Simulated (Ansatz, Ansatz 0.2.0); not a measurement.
# Cutoff and k-mesh for the lattice constant of LaFe4P12: PBEsol, with r2SCAN for comparison

## The question

LaFe$_4$P$_{12}$ is a filled skutterudite, cubic with space group Im-3, and a nonmagnetic metal that becomes superconducting at low temperature. We compare with the cubic lattice parameter $a$ = 7.8316 Å for material grown from tin flux, taken from a printed reference work on superconductivity and lattice parameters of filled skutterudites (original work of 1981). The value is a compiled one; neither the method nor the temperature is given with it. We suppose that it refers to room temperature. The diffraction structure from which our relaxations start has $a$ = 7.832 Å, the same value to within rounding. The two may well go back to one determination, so we do not count their agreement as independent confirmation.

| compared with | measured | source's wording or label | method |
| --- | --- | --- | --- |
| a (Å) | 7.8316 | cubic lattice parameter | compiled value, method not stated |

Conditions are those given with the value in the passage it was taken from; "not stated" means there, and the paper may say more elsewhere.

## How to go about it

We want the lightest numerical settings that still give a trustworthy lattice constant for this compound. The model is the primitive cell of 17 atoms, nonmagnetic, with the lanthanum site fully occupied, and with cell and atoms relaxed within the space group. PBEsol is our working level: it was built for the equilibrium geometry of solids, and a semilocal functional is affordable enough to repeat at several settings.

Success means $a$ within 0.5 % of the measured value, about 0.04 Å. That is tight enough to expose a functional that clearly over- or underbinds, and it leaves room for what a static calculation omits. For a stiff phosphide network we put thermal and zero-point expansion together at roughly 0.2 to 0.3 % in length. The numerical settings are held to a narrower limit: a saving is accepted if it moves $a$ by no more than 0.1 % from the most demanding setting of its series, so that numerics use only a small part of the tolerance.

We begin with a reference run, vary cutoff and k-mesh separately around it, check the pseudopotentials, and finally set the numerical error against the change brought by another functional.

Plain PBE is not among the levels examined in this study.

System: LaFe4P12, filled skutterudite; Im-3 (No. 204), 17 atoms in the primitive cell; the database structure is a diffraction structure: a = 7.832 Å; structure from the Crystallography Open Database.

## 1. Reference run with PBEsol

The default cutoff of 420 eV with a 6×6×6 mesh is a reasonable middle from which to go both ways. We expect a lattice constant slightly below the measured one, since the calculation leaves out thermal and zero-point expansion.

**Run 1.** Ansatz 0.2.0: PBEsol, cell and atoms relaxed from the database structure, PAW set soft_2, cutoff 420 eV (default), 6x6x6 k mesh, Gaussian smearing 0.1 eV.

Key lines of the input:
```
crystal:
  # lattice and atoms
kpoints:
  mp_grid: { grid: [6, 6, 6] }
hamiltonian:
  xc: pbesol
scf:
  occupations: { method: gaussian, width: 0.1 }
output:
  stress: true
relax:
  adjacent_minimum: "off"
  max_steps: 60
  cell: { stress_tol: 0.03 }
```

Command:
```
ansatz run input.yaml --threads 8 --pin off --max-ram 32768MiB --backend cpu --events-out ev --progress --plain --runs-dir out
```

Selected lines of the output:
```
Basis set: ecut = 420 eV, 4537 PW (Γ) [...]
k-points: 18 of 216
--- Relaxed structure (5 steps of the walk, 5 accepted, 2 SCFs on fresh bases) ---
    - [-3.869923549449337, 3.869923549449337, 3.869923549449337]
```

Converged; 36 s on 8 cores of Arm Neoverse V1, shared host.

| quantity | run 1 | measured | deviation |
| --- | --- | --- | --- |
| a (Å) | 7.7398 | 7.8316 | −0.0918 (−1.2 %) |
| conventional cell volume (Å³) | 463.66 |  |  |

PBEsol gives $a$ = 7.7398 Å, 1.2 % below the measured value and well outside the 0.5 % tolerance. The sign is the one we expected, but the size is not: thermal and zero-point expansion would account for perhaps a quarter of the gap. Before the functional is held responsible, the cutoff, the mesh and the pseudopotentials have to be examined.

## 2. Cutoff below and above the default

We keep the 6×6×6 mesh and change only the plane-wave cutoff, once down to 290 eV and once up to 590 eV. The higher value shows whether the default is adequate, the lower one whether anything can be saved. We expect the step upwards to change little and the step downwards to exceed our 0.1 % limit, because the iron 3d states are demanding for a small basis.

**Run 2.** Ansatz 0.2.0: PBEsol, cell and atoms relaxed from the database structure, PAW set soft_2, cutoff 290 eV, 6x6x6 k mesh, Gaussian smearing 0.1 eV.

Key lines of the input, as changed from run 1:
```diff
+ basis:
+   ecutwfc: 290.0
```

Selected lines of the output:
```
Basis set: ecut = 290 eV, 2587 PW (Γ) [...]
--- Relaxed structure (10 steps of the walk, 10 accepted, 4 SCFs on fresh bases) ---
```

Converged; 46 s on the same hardware. Warnings: cutoff_below_recommended (in short: A typed cutoff is below a recommended value, from the records, the datasets' recipe or DFPT's needs, possibly lowering the density cutoff; compare with a higher-cutoff run).

**Run 3.** Ansatz 0.2.0: PBEsol, cell and atoms relaxed from the database structure, PAW set soft_2, cutoff 590 eV, 6x6x6 k mesh, Gaussian smearing 0.1 eV.

Key lines of the input, as changed from run 1:
```diff
+ basis:
+   ecutwfc: 590.0
```

Selected lines of the output:
```
Basis set: ecut = 590 eV, 7635 PW (Γ) [...]
--- Relaxed structure (4 steps of the walk, 4 accepted, 1 SCFs on fresh bases) ---
```

Converged; 43 s on the same hardware.

| quantity | run 2 | run 3 | measured |
| --- | --- | --- | --- |
| a (Å) | 7.7511 | 7.7401 | 7.8316 |
| conventional cell volume (Å³) | 465.67 | 463.70 |  |

Raising the cutoff from 420 to 590 eV moves $a$ by only 0.0003 Å, so the default is ample for this quantity with these PAW data. At 290 eV the lattice constant is 0.0110 Å larger than at 590 eV, about 0.14 %, which exceeds our limit of 0.1 %. The program's warning that this cutoff lies below a recommended value asks for a comparison with a higher one, and that comparison decides against it.

The small basis also brought no visible saving in time: the relaxation needed 10 steps and four fresh bases, against 5 steps and two at the default. The shortfall against experiment is not a matter of the cutoff.

## 3. Coarser and denser k-mesh

At the default cutoff we now change the mesh to 4×4×4 and to 8×8×8. The compound is a metal, so the sampling of the Fermi surface could matter, but the cell is fairly large and the smearing of 0.1 eV helps. We expect the denser mesh to confirm the reference run and hope that the coarser one stays within 0.1 %.

**Run 4.** Ansatz 0.2.0: PBEsol, cell and atoms relaxed from the database structure, PAW set soft_2, cutoff 420 eV (default), 4x4x4 k mesh, Gaussian smearing 0.1 eV.

Key lines of the input, as changed from run 1:
```diff
  kpoints:
-   mp_grid: { grid: [6, 6, 6] }
+   mp_grid: { grid: [4, 4, 4] }
```

Selected lines of the output:
```
Basis set: ecut = 420 eV, 4537 PW (Γ) [...]
k-points: 8 of 64
--- Relaxed structure (5 steps of the walk, 5 accepted, 2 SCFs on fresh bases) ---
```

Converged; 19 s on the same hardware.

**Run 5.** Ansatz 0.2.0: PBEsol, cell and atoms relaxed from the database structure, PAW set soft_2, cutoff 420 eV (default), 8x8x8 k mesh, Gaussian smearing 0.1 eV.

Key lines of the input, as changed from run 1:
```diff
  kpoints:
-   mp_grid: { grid: [6, 6, 6] }
+   mp_grid: { grid: [8, 8, 8] }
```

Selected lines of the output:
```
Basis set: ecut = 420 eV, 4537 PW (Γ) [...]
k-points: 35 of 512
--- Relaxed structure (5 steps of the walk, 5 accepted, 2 SCFs on fresh bases) ---
```

Converged; 72 s on the same hardware.

| quantity | run 4 | run 5 | measured |
| --- | --- | --- | --- |
| a (Å) | 7.7402 | 7.7400 | 7.8316 |
| conventional cell volume (Å³) | 463.73 | 463.69 |  |

The mesh hardly matters. Between 4×4×4 and 8×8×8 the lattice constant changes by 0.0002 Å, far inside the 0.1 % limit, and the 6×6×6 value lies equally close to the densest one. The coarse mesh needs 8 irreducible k-points instead of 35, and its relaxation took 19 s against 72 s for the same number of steps. For the lattice constant with PBEsol, 4×4×4 at the default cutoff is therefore sufficient.

Neither cutoff nor mesh explains a shortfall of about 0.09 Å.

## 4. Norm-conserving pseudopotentials as a check

A converged basis says nothing about errors built into the PAW data. We therefore repeat the PBEsol relaxation on the 6×6×6 mesh with PseudoDojo norm-conserving pseudopotentials at their much higher default cutoff. If the two descriptions of the cores agree to within a few tenths of a per cent, most of the miss belongs to the functional or to what the static, nonmagnetic model leaves out. We expect such agreement, at a clearly higher cost.

**Run 6.** Ansatz 0.2.0: PBEsol, PseudoDojo norm-conserving pseudopotentials, cell and atoms relaxed from the database structure, cutoff 1497 eV (default), 6x6x6 k mesh, Gaussian smearing 0.1 eV.

Key lines of the input, as changed from run 1:
```diff
  hamiltonian:
+   pseudopotentials: { kind: nc, accuracy: standard }
```

Selected lines of the output:
```
Basis set: ecut = 1496.626244 eV, 30501 PW (Γ) [...]
--- Relaxed structure (5 steps of the walk, 5 accepted, 1 SCFs on fresh bases) ---
    - [-3.8692397116144823, 3.8692397116144823, 3.8692397116144823]
```

Converged; 2.9 min on the same hardware.

| quantity | run 6 | measured | deviation |
| --- | --- | --- | --- |
| a (Å) | 7.7385 | 7.8316 | −0.0931 (−1.2 %) |
| conventional cell volume (Å³) | 463.41 |  |  |

The norm-conserving pseudopotentials give $a$ = 7.7385 Å, only about 0.001 Å below the PAW value on the same mesh. Two different treatments of the cores thus agree to about 0.02 %, and the miss of 1.2 % can't be put down to the PAW data. The check took 2.9 min against 36 s for the PAW run, with the same number of relaxation steps.

What remains is the functional, together with the static and nonmagnetic description. Thermal and zero-point expansion has the right sign but, by our estimate, only about a quarter of the required size.

## 5. r2SCAN for scale, on two meshes

To set the numerical errors against the choice of functional, we relax the structure with r2SCAN, a meta-GGA that uses the kinetic-energy density as well. We expect a larger lattice constant than with PBEsol, though we can't say whether it will come within 0.5 % of experiment. The saving found for the k-mesh was established for PBEsol only, so we run r2SCAN on both the 6×6×6 and the 4×4×4 mesh.

**Run 7.** Ansatz 0.2.0: r2SCAN, cell and atoms relaxed from the database structure, PAW set soft_2, cutoff 500 eV (default), 6x6x6 k mesh, Gaussian smearing 0.1 eV.

Key lines of the input, as changed from run 1:
```diff
  hamiltonian:
-   xc: pbesol
+   xc: r2scan
```

Selected lines of the output:
```
Basis set: ecut = 500 eV, 6051 PW (Γ) [...]
k-points: 18 of 216
--- Relaxed structure (4 steps of the walk, 4 accepted, 1 SCFs on fresh bases) ---
    - [-3.901989707479931, 3.901989707479931, 3.901989707479931]
```

Converged; 47 s on the same hardware.

**Run 8.** Ansatz 0.2.0: r2SCAN, cell and atoms relaxed from the database structure, PAW set soft_2, cutoff 500 eV (default), 4x4x4 k mesh, Gaussian smearing 0.1 eV.

Key lines of the input, as changed from run 4:
```diff
  hamiltonian:
-   xc: pbesol
+   xc: r2scan
```

Selected lines of the output:
```
Basis set: ecut = 500 eV, 6051 PW (Γ) [...]
k-points: 8 of 64
--- Relaxed structure (4 steps of the walk, 4 accepted, 1 SCFs on fresh bases) ---
    - [-3.9022638241906136, 3.9022638241906136, 3.9022638241906136]
```

Converged; 23 s on the same hardware.

| quantity | run 7 | run 8 | measured |
| --- | --- | --- | --- |
| a (Å) | 7.8040 | 7.8045 | 7.8316 |
| conventional cell volume (Å³) | 475.28 | 475.38 |  |

With r2SCAN on the 6×6×6 mesh $a$ is 7.8040 Å, 0.0276 Å or about 0.35 % below the measured value and so within the 0.5 % tolerance. The change of functional lengthens the cell by about 0.064 Å relative to PBEsol at the same mesh, which is nearly six times the shift caused by the poorest cutoff we tried.

The 4×4×4 mesh gives 7.8045 Å. The difference of 0.0005 Å is of the order that the stress threshold of the relaxations permits, so we read no trend with the mesh into it. The coarse mesh therefore serves for r2SCAN too, at 23 s against 47 s for the same number of steps. We tested the cutoff only with PBEsol; for r2SCAN the default of 500 eV was used throughout.

## The runs side by side

| run | settings | a (Å) | deviation | cost |
| --- | --- | --- | --- | --- |
| 1 | PBEsol, PAW set soft_2, cutoff 420 eV (default), 6x6x6 k mesh | 7.7398 | −0.0918 (−1.2 %) | 4.8 core-min |
| 2 | PBEsol, cutoff 290 eV | 7.7511 | −0.0805 (−1.0 %) | 6.1 core-min |
| 3 | PBEsol, cutoff 590 eV | 7.7401 | −0.0915 (−1.2 %) | 5.8 core-min |
| 4 | PBEsol, 4x4x4 mesh | 7.7402 | −0.0914 (−1.2 %) | 2.5 core-min |
| 5 | PBEsol, 8x8x8 mesh | 7.7400 | −0.0916 (−1.2 %) | 9.5 core-min |
| 6 | PBEsol, PseudoDojo, cutoff 1497 eV | 7.7385 | −0.0931 (−1.2 %) | 23 core-min |
| 7 | r2SCAN, cutoff 500 eV | 7.8040 | −0.0276 (−0.4 %) | 6.2 core-min |
| 8 | r2SCAN, cutoff 500 eV, 4x4x4 mesh | 7.8045 | −0.0271 (−0.3 %) | 3.1 core-min |
|  | measured | 7.8316 |  |  |

## What the runs support

PBEsol, the level we set out with, misses the target: its lattice constant is 1.2 % too small, against a tolerance of 0.5 %. r2SCAN meets it, at about 0.35 % below the measured value, for 3.1 core-minutes on the 4×4×4 mesh.

The numerical question has a clear answer for PBEsol. The default cutoff with a 4×4×4 mesh holds $a$ well within our 0.1 % limit and takes 2.5 core-minutes, about half the cost of the 6×6×6 mesh. Going down to 290 eV saved nothing and shifted $a$ by 0.14 %. That this run lies slightly nearer to experiment is chance, a basis error working against that of the functional. The norm-conserving check was the dearest run, but it mattered most for the diagnosis, because it ruled out the PAW data as the source of the PBEsol miss.

Thermal and zero-point expansion, roughly 0.2 to 0.3 %, would account for most of the r2SCAN shortfall, so its agreement needs no large cancellation. For PBEsol nearly 1 % would remain. We ascribe this mainly to overbinding by the functional, probably in the bonds of iron to phosphorus; the shift on changing to r2SCAN supports the first part, while the second is conjecture.

For r2SCAN we tested the mesh, but neither the cutoff nor other pseudopotentials. The temperature of the measurement is not given with the value, so the expansion remains an estimate.

[Logs are printed without paths, hosts, clocks, repeated set-up lines and the standing remarks that a program may print on its own settings, such as how far it seeks lower states.]

[The runs shown are a pick from a larger set of finished runs; failed, doubtful and other runs were left out of it ahead of writing. So were measured values far from every level or from commonly accepted values, and agreement can look better than it is. Lines of input and output are excerpts and may be shortened.]

[Plain PBE was run on this system too; it isn't shown.]
